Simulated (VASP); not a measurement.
# As: restarted molecular dynamics, 2 variants

As, Pm-3m (no. 221), 16 atoms in the cell. PBE, molecular dynamics; PAW potentials As (PBE set).

| Restart from | Temperature at the end (K) | The same without a restart (K) | Potential energy at the end (eV/atom) | The same without a restart (eV/atom) | Electronic steps in the first step after the restart | Time (s) |
|---|---|---|---|---|---|---|
| CONTCAR with velocities, WAVECAR read | 1093.0 | 1093.0 | -4.58445 | -4.58445 | 5 | 481 |
| CONTCAR with velocities, no WAVECAR | 1093.0 | 1093.0 | -4.58445 | -4.58445 | 14 | 487 |

Limits: 180 fs of 16 atoms are too short for converged averages; the cell is only 5.4 Å across, so each atom moves in step with near copies of itself.

## Input of the first row

INCAR.step1:
```
SYSTEM = As
ALGO = Fast
EDIFF = 1E-6
ENCUT = 210
GGA = PE
IBRION = 0
ISIF = 2
ISMEAR = -1
ISYM = 0
KPAR = 2
LASPH = .True.
LCHARG = .False.
LREAL = Auto
LWAVE = .True.
MDALGO = 2
NELM = 60
NELMIN = 4
NSW = 30
POTIM = 3.0
PREC = Normal
RANDOM_SEED = 534613 0 0
SIGMA = 0.069
SMASS = -3
TEBEG = 1600
```

INCAR.step2, as INCAR.step1 but for:
```
- LWAVE = .True.
+ LWAVE = .False.
```

KPOINTS:
```
k-points
0
Monkhorst-Pack
  2 2 1
```

POSCAR.step1:
```
As
1.0
    5.4073634888      0.0000000000      0.0000000000
    0.0000000000      5.4073634888      0.0000000000
    0.0000000000      0.0000000000     10.8147269776
As
16
Direct
    0.2500000000      0.2500000000      0.1250000000
    0.2500000000      0.2500000000      0.3750000000
    0.2500000000      0.2500000000      0.6250000000
    0.2500000000      0.2500000000      0.8750000000
    0.2500000000      0.7500000000      0.1250000000
    0.2500000000      0.7500000000      0.3750000000
    0.2500000000      0.7500000000      0.6250000000
    0.2500000000      0.7500000000      0.8750000000
    0.7500000000      0.2500000000      0.1250000000
    0.7500000000      0.2500000000      0.3750000000
    0.7500000000      0.2500000000      0.6250000000
    0.7500000000      0.2500000000      0.8750000000
    0.7500000000      0.7500000000      0.1250000000
    0.7500000000      0.7500000000      0.3750000000
    0.7500000000      0.7500000000      0.6250000000
    0.7500000000      0.7500000000      0.8750000000
```

Commands (each step's output is kept before the next begins):
```
cat potpaw_PBE.64/As/POTCAR > POTCAR
cp INCAR.step1 INCAR
cp POSCAR.step1 POSCAR
mpirun -np 2 vasp_std > vasp.out
cp CONTCAR POSCAR
cp INCAR.step2 INCAR
mpirun -np 2 vasp_std > vasp.out
```

Changes of the last row against the first:
```
(step 1)
- LWAVE = True
+ LWAVE = False
```

VASP 6.6.1 took 481 s on 2 cores (AMD EPYC 7R43 (Zen 3)), a shared host.
